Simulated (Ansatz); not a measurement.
BN:

```
N B
1.0
     2.49824    0.00000    0.00000
    -1.24912    2.16354    0.00000
     0.00000    0.00000    6.63570
N B
2 2
Direct
  0.66667 0.33333 0.25000
  0.33333 0.66667 0.75000
  0.66667 0.33333 0.75000
  0.33333 0.66667 0.25000
```

- Program: Ansatz 0.2.0
- Task: relaxation of cell and atoms
- Functional: HSE03
- Potentials or basis: Ansatz PAW
- Cutoff: 420 eV (not typed: the program's choice for these potentials)
- k mesh: 6 × 6 × 2
- Occupations: fermi-dirac, width 0.05 eV
- Spin: no spin polarisation

At the start: volume 8.97 Å³/atom.

How do energy, volume and symmetry change on relaxing?

It ends after 22 steps and the volume is 10.73 Å³/atom (+19.7 %); space group P6_3/mmc (No. 194, to 0.05 Å).

Step by step:
```
step  energy change (eV)  largest force (eV/Å)  volume (Å³)
   1              0.0000                0.0000        35.87
   2             -0.0112                0.0000        37.57
   3             -0.0107                0.0000        38.06
   4             -0.0106                0.0000        38.07
   5             -0.0248                0.0000        38.07
   6             -0.0261                0.0000        39.06
   7             -0.0252                0.0000        39.60
   8             -0.0318                0.0000        39.60
   9             -0.0311                0.0000        40.35
  10             -0.0297                0.0000        40.82
  11             -0.0350                0.0000        40.82
  12             -0.0336                0.0000        41.49
  13             -0.0329                0.0000        41.73
  14             -0.0359                0.0000        41.73
  15             -0.0350                0.0000        42.09
  16             -0.0346                0.0000        42.24
  17             -0.0363                0.0000        42.24
  18             -0.0353                0.0000        42.61
  19             -0.0369                0.0000        42.61
  20             -0.0365                0.0000        42.76
  21             -0.0360                0.0000        42.94
  22             -0.0370                0.0000        42.94
```

Final structure:
```xyz
4
Lattice="2.4958 0.0000 0.0000 -1.2479 2.1614 0.0000 0.0000 0.0000 7.9596" Properties=species:S:1:pos:R:3 pbc="T T T"
N     1.2479    0.7205    1.9899
N     0.0000    1.4409    5.9697
B     1.2479    0.7205    5.9697
B     0.0000    1.4409    1.9899
```

Caveat: the k mesh is coarse (spacing up to 0.48 Å⁻¹), so the values aren't converged, least of all with exact exchange; the volume moved by over 15 % at a fixed basis, so the end points are rough; the plane-wave basis is chosen anew once the cell has moved, so the energies of steps on either side of that aren't comparable; the pressure holds a Pulay correction of +0.4 GPa for the finite cutoff; the volume moved by +20 % from the deposited cell, more than functionals usually miss; the PAW data sets come from PBE, with cores solved anew for the run's functional, which leaves a small shift of forces and pressure.
